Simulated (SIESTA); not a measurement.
## CdSe (Cadmoselite) under changes of volume

One of the cells (28.665 Å³/atom); the others are scaled copies at fixed shape and fractional positions:

```
Cd Se
1.0
     4.32848    0.00000    0.00000
    -2.16424    3.74857    0.00000
     0.00000    0.00000    7.06649
Cd Se
2 2
Direct
  0.66667 0.33333 0.50000
  0.33333 0.66667 0.00000
  0.66667 0.33333 0.88500
  0.33333 0.66667 0.38500
```

| Property | Result |
| --- | --- |
| Program | SIESTA 5.4.2 |
| Functional | PBEsol |
| Potentials or basis | PseudoDojo 0.4 standard (PBEsol files) |
| Basis | DZP (energy shift 0.003 Ry; two zetas on semicore shells) |
| Grid cutoff | 800 Ry |
| Energy shift | 0.003 Ry |
| k mesh | 7 × 7 × 4 |
| Occupations | fermi-dirac, width 0.05 eV |
| Spin | no spin polarisation |

```tsv
volume (Å³/atom)	energy over the lowest point (meV/atom)	pressure (GPa)	gap on the mesh (eV)	largest force (eV/Å)
26.416	?	?	?	?
26.978	10.59	2.9	0.93	0.358
27.540	2.89	1.6	0.87	0.331
28.665	0.00	-0.7	0.75	0.286
29.227	4.27	-1.6	0.69	0.265
29.789	11.29	-2.4	0.63	0.244
```

Problem. What does the run at 26.416 Å³/atom give?

Solution. Energy over the lowest point 23.29 meV/atom; pressure 4.4 GPa; gap on the mesh 0.99 eV; largest force 0.385 eV/Å.

Worked out: A Birch-Murnaghan fit of order 3 (a polynomial in V^(-2/3)) to the other rows has its minimum at 28.29 Å³/atom with B0 = V·E''(V) = 54 GPa and B' = 5.0 at fixed shape and positions, which overstates the stiffness. It gives 23.36 meV/atom at 26.416 Å³/atom, against the run's 23.29, and -dE/dV = 4.4 GPa, against 4.4. A straight line through the other rows of the gap, of slope -3.02 eV per unit of ln V (its deformation potential), extrapolates to 1.00 eV, against the run's 0.99.

Energies are extrapolated to zero smearing.

Caveats: an odd mesh through Γ misses points on the zone boundary, where band edges often lie; the basis of atomic orbitals isn't converged, which shifts pressures, moduli and gaps. Spin-orbit coupling on Cd, Se is left out.
